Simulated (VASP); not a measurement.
# Si (P6/mmm) in VASP: a series of runs

Aim: see how the results for Si move with the level of theory and the settings. Levels: revPBE+D4, PBE. Tasks: relaxation of cell and atoms, single point.

All numbers are computed with VASP 6.6.1; they aren't measurements. Logs are shortened: lines on timing, memory, paths and dates and some standing lists are left out, and cuts for length are marked.

**1. The structure**

The structure is hexagonal, space group P6/mmm (No. 191). Conventional cell: a = 2.621 Å, b = 2.621 Å, c = 2.466 Å, α = 90.00°, β = 90.00°, γ = 120.00°. Si (site symmetry 6/mmm) has 8 Si at 2.47 to 2.62 Å as nearest neighbours.

This isn't the form of Si at room conditions, which is diamond.

**2. Relaxation of cell and atoms, revPBE+D4**

INCAR

```
SYSTEM = Si
ALGO = Fast
EDIFF = 1E-7
EDIFFG = -0.01
ENCUT = 600
GGA = RE
IBRION = 2
ISIF = 3
ISMEAR = -1
IVDW = 13
LASPH = .True.
LCHARG = .False.
LREAL = .False.
LWAVE = .False.
NELM = 60
NSW = 60
PREC = Accurate
SIGMA = 0.05
```

KPOINTS

```
k-points
0
Gamma
  12 12 11
  0 0 0
```

POSCAR

```
Si
1.0
    2.6205428149      0.0000000000      0.0000000000
   -1.3102714075      2.2694566494      0.0000000000
    0.0000000000      0.0000000000      2.4663543900
Si
1
Direct
    0.0000000000      0.0000000000      0.0000000000
```

Potentials or basis: VASP PAW PBE potentials, release 64 (Si).

Launch:

```sh
> cat potpaw_PBE.64/Si/POTCAR > POTCAR
> mpirun -np 1 vasp_std > vasp.out
```

OUTCAR:

```text
SYSTEM = Si
   EDIFF = 1E-7
   EDIFFG = -0.01
   ENCUT = 600
   GGA = RE
   IBRION = 2
   ISIF = 3
   ISMEAR = -1
   IVDW = 13
   LASPH = .True.
   LREAL = .False.
   NELM = 60
   NSW = 60
   PREC = Accurate

 ion  position               nearest neighbor table
   1  0.000  0.000  0.000-

  LATTYP: Found a hexagonal cell.
 ALAT       =     2.6205428149
 C/A-ratio  =     0.9411616463

  Lattice vectors:

 A1 = (   2.6205428149,   0.0000000000,   0.0000000000)
 A2 = (  -1.3102714075,   2.2694566494,   0.0000000000)
 A3 = (   0.0000000000,   0.0000000000,   2.4663543900)

Analysis of symmetry for initial positions (statically):
=====================================================================
 Subroutine PRICEL returns:
 Original cell was already a primitive cell.

 Routine SETGRP: Setting up the symmetry group for a
 hexagonal supercell.

 Subroutine GETGRP returns: Found 24 space group operations
 (whereof 24 operations were pure point group operations)
 out of a pool of 24 trial point group operations.

The static configuration has the point symmetry D_6h.

Analysis of symmetry for dynamics (positions and initial velocities):
=====================================================================
 Subroutine PRICEL returns:
 Original cell was already a primitive cell.

 Routine SETGRP: Setting up the symmetry group for a
 hexagonal supercell.

 Subroutine GETGRP returns: Found 24 space group operations
 (whereof 24 operations were pure point group operations)
 out of a pool of 24 trial point group operations.

The dynamic configuration has the point symmetry D_6h.

 Subroutine INISYM returns: Found 24 space group operations
 (whereof 24 operations are pure point group operations),
 and found     1 'primitive' translations

----------------------------------------------------------------------------------------

                                     Primitive cell

  volume of cell :      14.6679

  direct lattice vectors                    reciprocal lattice vectors
     2.620542815  0.000000000  0.000000000     0.381600329  0.220317053  0.000000000
    -1.310271407  2.269456649  0.000000000     0.000000000  0.440634105  0.000000000
     0.000000000  0.000000000  2.466354390     0.000000000  0.000000000  0.405456736

  length of vectors
     2.620542815  2.620542815  2.466354390     0.440634105  0.440634105  0.405456736

  position of ions in fractional coordinates (direct lattice)
     0.000000000  0.000000000  0.000000000

  ion indices of the primitive-cell ions
   primitive index   ion index
                 1           1

----------------------------------------------------------------------------------------

 KPOINTS: k-points

Automatic generation of k-mesh.
 Grid dimensions read from file:
 generate k-points for:   12   12   11

 Generating k-lattice:

  Cartesian coordinates                     Fractional coordinates (reciprocal lattice)
     0.031800027  0.018359754  0.000000000     0.083333333  0.000000000  0.000000000
     0.000000000  0.036719509  0.000000000     0.000000000  0.083333333  0.000000000
     0.000000000  0.000000000  0.036859703     0.000000000  0.000000000  0.090909091

  Length of vectors
     0.036719509  0.036719509  0.036859703

  Shift w.r.t. Gamma in fractional coordinates (k-lattice)
     0.000000000  0.000000000  0.000000000

 Subroutine IBZKPT returns following result:
 ===========================================

 Found    114 irreducible k-points:

 Following reciprocal coordinates:
            Coordinates               Weight
  0.000000  0.000000  0.000000      1.000000
  0.083333  0.000000  0.000000      6.000000
  0.166667  0.000000  0.000000      6.000000
  0.250000  0.000000  0.000000      6.000000
  0.333333  0.000000  0.000000      6.000000
  0.416667  0.000000  0.000000      6.000000
[... 16 lines left out ...]
  0.250000  0.000000  0.090909     12.000000
  0.333333  0.000000  0.090909     12.000000
 [... further k-points ...]
   k-points           NKPTS =    114   k-points in BZ     NKDIM =    114   number of bands    NBANDS=      6
   number of dos      NEDOS =    301   number of ions     NIONS =      1
   total plane-waves  NPLWV =  11520
   dimension x,y,z NGX =    24 NGY =   24 NGZ =   20
   dimension x,y,z NGXF=    48 NGYF=   48 NGZF=   40
   ions per type =               1
   NGX,Y,Z   is equivalent  to a cutoff of  15.23, 15.23, 13.48 a.u.
   NGXF,Y,Z  is equivalent  to a cutoff of  30.45, 30.45, 26.96 a.u.
 SYSTEM =  Si
   PREC   = accura    normal or accurate (medium, high low for compatibility)
   ISTART =      0    job   : 0-new  1-cont  2-samecut
   ICHARG =      2    charge: 1-file 2-atom 10-const
   ISPIN  =      1    spin polarized calculation?
   LNONCOLLINEAR =      F non collinear calculations
   LSORBIT =      F    spin-orbit coupling
   LASPH  =      T    aspherical Exc in radial PAW
   ENCUT  =  600.0 eV  44.10 Ry    6.64 a.u.   5.23  5.23  4.93*2*pi/ulx,y,z
   NELM   =     60;   NELMIN=  2; NELMDL= -5     # of ELM steps
   EDIFF  = 0.1E-06   stopping-criterion for ELM
   LREAL  =      F    real-space projection
   EDIFFG = -.1E-01   stopping-criterion for IOM
   NSW    =     60    number of steps for IOM
   IBRION =      2    ionic relax: 0-MD 1-quasi-New 2-CG
   NFREE  =      1    steps in history (QN), initial steepest desc. (CG)
   ISIF   =      3    stress and relaxation
   ISYM   =      2    0-nonsym 1-usesym 2-fastsym
   POTIM  = 0.5000    time-step for ionic-motion
   TEBEG  =    0.0;   TEEND  =   0.0 temperature during run
   PSTRESS=    0.0 pullay stress
   NELECT =       4.0000    total number of electrons
   NUPDOWN=      -1.0000    fix difference up-down
   EMIN   =  10.00;   EMAX   =-10.00  energy-range for DOS
   EFERMI =   0.00;   METHOD = LEGACY
   ISMEAR =    -1;   SIGMA  =   0.05  broadening in eV -4-tet -1-fermi 0-gaus
   EFERMI_NEDOS =   21; number of points for ismear=-14 and -15
   IALGO  =     68    algorithm
   IMIX   =      4    mixing-type and parameters
     AMIX     =   0.40;   BMIX     =  1.00
     AMIX_MAG =   1.60;   BMIX_MAG =  1.00
  volume/ion in A,a.u.               =      14.67        98.98
  Fermi-wavevector in a.u.,A,eV,Ry     =   1.061627  2.006184 15.334472  1.127052
  Thomas-Fermi vector in A             =   2.197050
   LORBIT       =      0    0 simple, 1 ext, 2 COOP (PROOUT), +10 PAW based schemes
   GGA     = RE    functional components
   LHFCALC =     F    Hartree Fock is set to
   AEXX    =    0.0000 exact exchange contribution
   IVDW    =    13    specifies the selected vdW correction
   LEPSILON=     F    determine dielectric tensor
   LRPA    =     F    only Hartree local field effects (RPA)
 conjugate gradient relaxation of ions
 non-spin polarized calculation
 RMM-DIIS sequential band-by-band and
  energy-cutoff  :      600.00
  volume of cell :       14.67
 maximum number of plane-waves:       501
 NGX is ok and might be reduce to    24
   NGX = 11   NGY = 11   NGZ =  9

--------------------------------------- Ionic step        1  -------------------------------------------

 number of electron       4.0000000 magnetization

 Free energy of the ion-electron system (eV)
  ---------------------------------------------------
  ext. energy  EPLUGINS =         0.00000000
  ---------------------------------------------------
  free energy    TOTEN  =        -4.88648037 eV

  energy without entropy =       -4.88336824  energy(sigma->0) =       -4.88492431

 E-fermi :   9.7232     XC(G=0): -11.0580

 val. band max:        9.7154233255   @ k =   0.3333   0.2500   0.4545
 cond. band min:       9.7677820327   @ k =   0.4167   0.1667   0.0000
 fundamental gap:      0.0523587072
 Fermi energy:         9.7231799997

 k-point     1 :       0.0000    0.0000    0.0000
  band No.  band energies     occupation
      1      -4.3881      2.00000
      2      17.1984      0.00000
      3      17.7914      0.00000
      4      20.1894      0.00000
      5      20.1894      0.00000
      6      21.9854      0.00000

 k-point     2 :       0.0833    0.0000    0.0000
  band No.  band energies     occupation
      1      -4.1929      2.00000
      2      16.4227      0.00000
      3      17.9551      0.00000
      4      18.9968      0.00000
      5      19.0303      0.00000
      6      22.0821      0.00000
[... 190 lines left out ...]
 k-point    24 :       0.3333    0.0000    0.0909
  band No.  band energies     occupation
      1      -1.1022      2.00000
      2       7.8811      2.00000
      3      15.7683      0.00000
      4      16.0855      0.00000
      5      19.2099      0.00000
      6      25.9974      0.00000

 [... further k-points ...]

------------------------ aborting loop because EDIFF is reached ----------------------------------------

  DFT-D4 for vdW energy calculation

  Edisp (eV):   -0.79893

  FORCE on cell =-STRESS in cart. coord.  units (eV):
  Direction    XX          YY          ZZ          XY          YZ          ZX
  --------------------------------------------------------------------------------------
  -------------------------------------------------------------------------------------
  Total      -0.52522    -0.52522    -0.11858     0.00000     0.00000     0.00000
  in kB     -57.36959   -57.36959   -12.95295     0.00000     0.00000     0.00000
  external pressure =      -42.56 kB  Pullay stress =        0.00 kB
[... 176 lines left out ...]
  energy  without entropy=       -5.6924569736  energy(sigma->0) =       -5.69360681

--------------------------------------- Ionic step        6  -------------------------------------------

 number of electron       4.0000000 magnetization

 Free energy of the ion-electron system (eV)
  ---------------------------------------------------
  ext. energy  EPLUGINS =         0.00000000
  ---------------------------------------------------
  free energy    TOTEN  =        -4.86802317 eV

  energy without entropy =       -4.86571943  energy(sigma->0) =       -4.86687130

 E-fermi :  10.1891     XC(G=0): -11.2067

 val. band max:       10.1402063843   @ k =   0.3333   0.2500   0.4545
 cond. band min:      10.3406008051   @ k =   0.4167   0.1667   0.0000
 fundamental gap:      0.2003944208
 Fermi energy:        10.1890897653

 k-point     1 :       0.0000    0.0000    0.0000
  band No.  band energies     occupation
      1      -4.2447      2.00000
      2      17.5594      0.00000
      3      18.1029      0.00000
      4      21.3468      0.00000
      5      21.3468      0.00000
      6      22.7583      0.00000

 k-point     2 :       0.0833    0.0000    0.0000
  band No.  band energies     occupation
      1      -4.0426      2.00000
      2      16.9759      0.00000
      3      18.2727      0.00000
      4      19.7193      0.00000
      5      20.0221      0.00000
      6      22.9887      0.00000
[... 190 lines left out ...]
 k-point    24 :       0.3333    0.0000    0.0909
  band No.  band energies     occupation
      1      -0.8473      2.00000
      2       8.4124      2.00000
      3      16.5610      0.00000
      4      16.6224      0.00000
      5      19.8064      0.00000
      6      26.5841      0.00000

 [... further k-points ...]

------------------------ aborting loop because EDIFF is reached ----------------------------------------

  DFT-D4 for vdW energy calculation

  Edisp (eV):   -0.82674

  FORCE on cell =-STRESS in cart. coord.  units (eV):
  Direction    XX          YY          ZZ          XY          YZ          ZX
  --------------------------------------------------------------------------------------
  -------------------------------------------------------------------------------------
  Total      -0.00923    -0.00923    -0.00170     0.00000     0.00000     0.00000
  in kB      -1.04605    -1.04605    -0.19287     0.00000     0.00000     0.00000
  external pressure =       -0.76 kB  Pullay stress =        0.00 kB
[... 16 lines left out ...]
  FREE ENERGIE OF THE ION-ELECTRON SYSTEM (eV)
  ---------------------------------------------------
  free  energy   TOTEN  =        -5.6947597867 eV

  energy  without entropy=       -5.6924560517  energy(sigma->0) =       -5.69360792

 reached required accuracy - stopping structural energy minimisation
```

It took 30 s on 1 thread of Intel Xeon Platinum 8259CL at 2.50GHz (Skylake/Cascade Lake), shared host; peak memory 0.14 GiB.

Results:

| Property | Result |
| --- | --- |
| Free energy | -5.6948 eV |
| Relaxed volume | 14.14 Å³/atom |
| Relaxed cell | a = 2.577 Å, b = 2.577 Å, c = 2.459 Å, α = 90.00°, β = 90.00°, γ = 120.00° |
| Space group after relaxing (to 0.05 Å) | P6/mmm (No. 191) |
| Energy gained by relaxing | 9.4 meV/atom |
| Ionic steps | 6 |
| Pressure after relaxing | -0.1 GPa |
| Band gap on the k mesh | none (metal or under the smearing width) |
| Dispersion energy per atom | -0.827 eV |

Step by step:
| step | energy change (eV) | largest force (eV/Å) | pressure (GPa) | volume (Å³) |
| --- | --- | --- | --- | --- |
| 1 | 0.0000 | 0.0000 | -4.26 | 14.67 |
| 2 | -0.0067 | 0.0000 | 2.63 | 13.85 |
| 3 | -0.0093 | 0.0000 | 0.08 | 14.13 |
| 4 | -0.0093 | 0.0000 | -0.02 | 14.14 |
| 5 | -0.0093 | 0.0000 | -0.12 | 14.15 |
| 6 | -0.0094 | 0.0000 | -0.08 | 14.14 |

Final structure:
```yaml
crystal:
  lattice:
    - [2.57717, 0.00000, 0.00000]
    - [-1.28859, 2.23190, 0.00000]
    - [0.00000, 0.00000, 2.45852]
  atoms:
    - { symbol: Si, position: [0.00000, 0.00000, 0.00000] }
```

Levels at points of the mesh, in eV from the Fermi level:
```
           k point  band 1  band 2  band 3  band 4  band 5  band 6
(0.00, 0.00, 0.00)  -14.43    7.37    7.91   11.16   11.16   12.57
(0.50, 0.00, 0.00)   -7.57   -7.01    5.58    6.66   13.17   15.02
```

Caveat: the PAW data sets were made with another functional, which shifts forces and pressure a little; pairwise dispersion overbinds metals, which lowers pressure and volume.

**3. Single point, PBE**

INCAR

```
PREC = Accurate
ENCUT = 520
EDIFF = 1E-6
ISMEAR = 0
SIGMA = 0.012
LREAL = F
LASPH = T
NELM = 80
ALGO = Fast
ISIF = 2
LWAVE = F
LCHARG = F
GGA = PE
NBANDS = 8
```

KPOINTS

```
regular mesh
0
Gamma
  12 12 11
```

POSCAR is that of step 2.

Potentials or basis: VASP PAW PBE potentials, release 64 (Si).

Launch:

```sh
> cat potpaw_PBE.64/Si/POTCAR > POTCAR
> mpirun -np 1 vasp_std > vasp.out
```

Run time: 6.6 s. Hardware: 1 thread of Intel Xeon Platinum 8259CL at 2.50GHz (Skylake/Cascade Lake), shared host; peak memory 0.12 GiB.

It converged, with:

| Item | Value |
| --- | --- |
| Free energy | -5.1179 eV |
| Pressure | 3.0 GPa |
| Band gap on the k mesh | none (metal or under the smearing width) |

Stress tensor (GPa, compression positive):
```
1.26 0.00 0.00
0.00 1.26 0.00
0.00 0.00 6.47
```

Levels at points of the mesh, in eV from the Fermi level:
```
           k point  band 1  band 2  band 3  band 4  band 5  band 6  band 7
(0.00, 0.00, 0.00)  -14.10    7.54    8.05   10.42   10.42   12.32   12.32
(0.50, 0.00, 0.00)   -7.59   -6.77    5.20    6.56   12.94   15.21   17.05
```

(Continued in part 2 of 2.)
